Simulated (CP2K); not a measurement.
Crystal: Ga.

```
CELL_PARAMETERS angstrom
4.25739 0.00000 0.00000
-3.35887 2.61599 0.00000
-0.03815 -0.11108 3.32993
ATOMIC_POSITIONS crystal
Ga 0.13100 0.86900 0.75000
Ga 0.86900 0.13100 0.25000
```

This isn't the form of Ga at room conditions, which is orthorhombic.

Base run:

| Quantity | Value |
| --- | --- |
| Program | CP2K 2026.2 |
| Functional | PBE |
| Dispersion | D3(BJ) |
| Potentials or basis | POTENTIAL_UZH Ga GTH-PBE-q13; TZVP-MOLOPT-PBE-GTH basis |
| Density cutoff | 6123 eV |
| k mesh | 10 × 10 × 8 |
| Occupations | fermi-dirac, width 0.05 eV |
| Spin | no spin polarisation |

Its results: band gap on the k mesh none (metal or under the smearing width); pressure -0.2 GPa; largest force 0.057 eV/Å.

The run is repeated on the same cell with these changes: dispersion from D3(BJ) to none. What comes out?

Band gap on the k mesh none (metal or under the smearing width); pressure 2.6 GPa; largest force 0.056 eV/Å.

Dispersion adds attraction, which lowers the pressure at fixed volume and, as a term added to the energy, leaves the levels alone.

Caveats: the basis of atomic orbitals isn't converged, which shifts pressures, moduli and gaps; pairwise dispersion overbinds metals, which lowers pressure and volume (some runs).
